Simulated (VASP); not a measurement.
# PbTe: convergence, equation of state

PbTe, Fm-3m (no. 225), 2 atoms in the cell. SCAN; PAW potentials Pb_d, Te (PBE set). VASP 6.6.1.

Wanted: equilibrium volume within 1 %; bulk modulus within 5 %.

What the run is for: equation of state; Accuracy asked: screening.

The series start from Plane-wave cutoff (eV): 310; k-point mesh: 6 × 6 × 6; Volumes: 5 from 0.92 to 1.08; Electronic threshold (eV): 1e-6; Aspherical gradient terms in the spheres (LASPH): yes; Start of each volume: each volume from scratch. Each series keeps the choices made before it, and each single choice may use up half of a tolerance. Times cover all steps of a run.

## Plane-wave cutoff (eV)

| Plane-wave cutoff (eV) | Equilibrium volume (Å³/atom) | Bulk modulus (GPa) | Time (s) |
|---|---|---|---|
| 190 | 34.2 | 39.12 | 70 |
| 240 | 34.26 | 42.74 | 67 |
| 280 | 34.29 | 42.27 | 90 |
| 310 | 34.3 | 42.4 | 128 |
| 360 | 34.29 | 41.7 | 118 |
| 420 | 34.29 | 41.98 | 112 |
| 500 | 34.27 | 41.7 | 177 |
| 620 (reference) | 34.29 | 42.12 | 229 |

## k-point mesh

| k-point mesh | Equilibrium volume (Å³/atom) | Bulk modulus (GPa) | Time (s) |
|---|---|---|---|
| 2 × 2 × 2 | no result | no result | 44 |
| 3 × 3 × 3 | 34.26 | 45.24 | 53 |
| 4 × 4 × 4 | 34.28 | 43.26 | 63 |
| 5 × 5 × 5 | 34.24 | 42.45 | 61 |
| 6 × 6 × 6 | 34.26 | 42.74 | 67 |
| 8 × 8 × 8 | 34.23 | 42.74 | 81 |
| 9 × 9 × 9 (reference) | 34.23 | 42.57 | 86 |

## Volumes

| Volumes | Equilibrium volume (Å³/atom) | Bulk modulus (GPa) | Time (s) |
|---|---|---|---|
| 5 from 0.88 to 1.12 | 34.29 | 42.76 | 62 |
| 5 from 0.92 to 1.08 | 34.28 | 43.26 | 63 |
| 7 from 0.91 to 1.09 (reference) | 34.27 | 42.53 | 85 |

## Electronic threshold (eV)

| Electronic threshold (eV) | Equilibrium volume (Å³/atom) | Bulk modulus (GPa) | Time (s) |
|---|---|---|---|
| 0.001 | 34.28 | 43.02 | 31 |
| 0.0001 | 34.29 | 42.77 | 34 |
| 1e-5 | 34.29 | 42.72 | 45 |
| 1e-6 | 34.29 | 42.76 | 62 |
| 1e-7 (reference) | 34.29 | 42.76 | 64 |

## Aspherical gradient terms in the spheres (LASPH)

| Aspherical gradient terms in the spheres (LASPH) | Equilibrium volume (Å³/atom) | Bulk modulus (GPa) | Time (s) |
|---|---|---|---|
| yes | 34.28 | 43.02 | 31 |
| no | 34.29 | 43.04 | 16 |

## Start of each volume

| Start of each volume | Equilibrium volume (Å³/atom) | Bulk modulus (GPa) | Time (s) |
|---|---|---|---|
| each volume from scratch | 34.29 | 43.04 | 16 |
| orbitals of the volume before (WAVECAR) | 34.31 | 43.55 | 14 |

## Question

The rows run from the loosest to the tightest (no order: aspherical gradient terms in the spheres, start of each volume). For each series: choose the loosest value from which every tighter one stays within half of the tolerance; where there is no order, keep the first row unless others stay within half of the tolerance and take at least 30 % less time, and then take the fastest.

## Answer

- Plane-wave cutoff (eV): 240
- k-point mesh: 4 × 4 × 4
- Volumes: 5 from 0.88 to 1.12
- Electronic threshold (eV): 0.001
- Aspherical gradient terms in the spheres (LASPH): no
- Start of each volume: each volume from scratch

## All choices together

| Input | Equilibrium volume (Å³/atom) | Bulk modulus (GPa) | Time (s) |
|---|---|---|---|
| the program's defaults (naive) | 34.26 | 40.83 | 13 |
| chosen settings | 34.29 | 43.04 | 16 |
| reference settings throughout | 34.26 | 41.72 | 698 |

The tolerance is met.

## The input

INCAR:
```
SYSTEM = TePb
ALGO     = Normal         ! electronic algorithm
EDIFF    = 0.001          ! SCF threshold, eV
EFERMI   = MIDGAP       
ENCUT    = 240            ! plane-wave cutoff, eV
GGA_COMPAT= .FALSE.      
ISIF     = 2              ! what is computed and relaxed
ISMEAR   = 0              ! smearing method
KPAR     = 2            
LASPH    = .FALSE.        ! aspherical terms in the spheres
LCHARG   = .FALSE.        ! write CHGCAR
LMIXTAU  = .TRUE.       
LREAL    = .FALSE.        ! projectors in reciprocal space
LWAVE    = .FALSE.        ! write WAVECAR
METAGGA  = SCAN           ! meta-GGA
NELM     = 120            ! most SCF steps
NSW      = 0              ! ionic steps
PREC     = Accurate       ! precision mode
SIGMA    = 0.03           ! smearing width, eV
```

KPOINTS:
```
Automatic mesh
0
Gamma
  4 4 4
  0 0 0
```

POSCAR.step1:
```
TePb
1.0
    0.0000000000      3.0962155116      3.0962155116
    3.0962155116      0.0000000000      3.0962155116
    3.0962155116      3.0962155116      0.0000000000
Pb Te
1 1
Direct
    0.0000000000      0.0000000000      0.0000000000
    0.5000000000      0.5000000000      0.5000000000
```

POSCAR.step2:
```
TePb
1.0
    0.0000000000      3.1650427173      3.1650427173
    3.1650427173      0.0000000000      3.1650427173
    3.1650427173      3.1650427173      0.0000000000
Pb Te
1 1
Direct
    0.0000000000      0.0000000000      0.0000000000
    0.5000000000      0.5000000000      0.5000000000
```

POSCAR.step3:
```
TePb
1.0
    0.0000000000      3.2310000000      3.2310000000
    3.2310000000      0.0000000000      3.2310000000
    3.2310000000      3.2310000000      0.0000000000
Pb Te
1 1
Direct
    0.0000000000      0.0000000000      0.0000000000
    0.5000000000      0.5000000000      0.5000000000
```

POSCAR.step4:
```
TePb
1.0
    0.0000000000      3.2943690292      3.2943690292
    3.2943690292      0.0000000000      3.2943690292
    3.2943690292      3.2943690292      0.0000000000
Pb Te
1 1
Direct
    0.0000000000      0.0000000000      0.0000000000
    0.5000000000      0.5000000000      0.5000000000
```

POSCAR.step5:
```
TePb
1.0
    0.0000000000      3.3553896886      3.3553896886
    3.3553896886      0.0000000000      3.3553896886
    3.3553896886      3.3553896886      0.0000000000
Pb Te
1 1
Direct
    0.0000000000      0.0000000000      0.0000000000
    0.5000000000      0.5000000000      0.5000000000
```

Commands (each step's output is kept before the next begins):
```
cat potpaw_PBE.64/Pb_d/POTCAR potpaw_PBE.64/Te/POTCAR > POTCAR
cp POSCAR.step1 POSCAR
mpirun -np 2 vasp_std > vasp.out
cp POSCAR.step2 POSCAR
mpirun -np 2 vasp_std > vasp.out
cp POSCAR.step3 POSCAR
mpirun -np 2 vasp_std > vasp.out
cp POSCAR.step4 POSCAR
mpirun -np 2 vasp_std > vasp.out
cp POSCAR.step5 POSCAR
mpirun -np 2 vasp_std > vasp.out
```

The naive input happens to agree within the tolerance here, in 13 s.

The chosen input took VASP 6.6.1 16 s on 2 cores (Intel Xeon 6975P-C (Granite Rapids)), a shared host.

## An input that fails: cutoff far too low

It runs to its end, but against the unchanged starting input it is off by 1.1 % in the equilibrium volume, 2189 % in the bulk modulus.

Changes against the starting input:
```
(all steps)
- PREC = Accurate
- NELM = 120
- ENCUT = 310
+ PREC = Low
+ NELM = 74
+ ENCUT = 140
```
